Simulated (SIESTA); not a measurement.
The system is Ge.

```
CELL_PARAMETERS angstrom
0.00000 2.82891 2.82891
2.82891 0.00000 2.82891
2.82891 2.82891 0.00000
ATOMIC_POSITIONS crystal
Ge 0.75000 0.75000 0.75000
Ge 0.50000 0.50000 0.50000
```

Base run:

- Program: SIESTA 5.4.2
- Functional: PBE
- Potentials or basis: SG15 1.2 (PBE files) or PseudoDojo by element
- Basis: DZP (energy shift 0.003 Ry; two zetas on semicore shells)
- Grid cutoff: 800 Ry
- Energy shift: 0.003 Ry
- k mesh: 8 × 8 × 8
- Occupations: fermi-dirac, width 0.05 eV
- Spin: no spin polarisation

Its results: band gap on the k mesh none (metal or under the smearing width); pressure 4.3 GPa.

Question: The run is repeated on the same cell with these changes: potentials or basis from SG15 1.2 (PBE files) or PseudoDojo by element to PseudoDojo 0.4 standard (PBE files). What comes out?

Answer: Band gap on the k mesh 0.07 eV, direct; pressure 5.1 GPa.

Caveats: the basis of atomic orbitals isn't converged, which shifts pressures, moduli and gaps.
